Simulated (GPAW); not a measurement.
The system is PtSe2 (Sudovikovite).

```
Pt Se
1.0
     3.72400    0.00000    0.00000
    -1.86200    3.22508    0.00000
     0.00000    0.00000    5.06200
Pt Se
1 2
Direct
  0.00000 0.00000 0.00000
  0.66667 0.33333 0.75000
  0.33333 0.66667 0.25000
```

- Program: GPAW 26.7.0
- Task: relaxation of cell and atoms
- Functional: RPBE
- Dispersion: D3(BJ)
- Potentials or basis: the program's PAW data sets (release 1.2.1) made for this functional
- Cutoff: 600 eV
- Basis: pw
- k mesh: 6 × 6 × 4
- Occupations: fermi-dirac, width 0.05 eV
- Spin: no spin polarisation

At the start: pressure -9.9 GPa; volume 20.27 Å³/atom.

Question: Where does the relaxation end?

Answer: Over 11 steps the energy falls by 225.1 meV/atom and the volume is 16.35 Å³/atom (-19.3 %); space group P-3m1 (No. 164, to 0.05 Å).

Step by step:
| step | energy change (eV) | largest force (eV/Å) | pressure (GPa) | volume (Å³) |
| --- | --- | --- | --- | --- |
| 1 | 0.0000 | 0.3310 | -9.86 | 60.80 |
| 2 | -0.0644 | 0.5336 | -8.17 | 59.72 |
| 3 | -0.2890 | 1.7136 | 4.84 | 53.04 |
| 4 | -0.3618 | 1.4855 | 4.67 | 52.27 |
| 5 | -0.5687 | 0.0265 | 1.73 | 49.23 |
| 6 | -0.5793 | 0.1770 | -0.56 | 49.72 |
| 7 | -0.5915 | 0.3273 | -1.54 | 49.81 |
| 8 | -0.6289 | 0.4492 | -4.04 | 50.33 |
| 9 | -0.6549 | 0.5050 | -2.94 | 49.65 |
| 10 | -0.6721 | 0.1876 | -1.70 | 49.44 |
| 11 | -0.6753 | 0.0219 | 0.04 | 49.04 |

Final structure:
```xyz
3
Lattice="3.6549 0.0000 0.0000 -1.8275 3.1653 0.0000 0.0000 0.0000 4.2390" Properties=species:S:1:pos:R:3 pbc="T T T"
Pt    0.0000    0.0000    0.0000
Se    1.8275    1.0551    2.9833
Se    0.0000    2.1102    1.2557
```

Caveat: later steps reuse the first step's grids; the volume moved by over 15 % at a fixed basis, so the end points are rough; the volume moved by -19 % from the deposited cell, more than functionals usually miss; pairwise dispersion overbinds metals, which lowers pressure and volume.
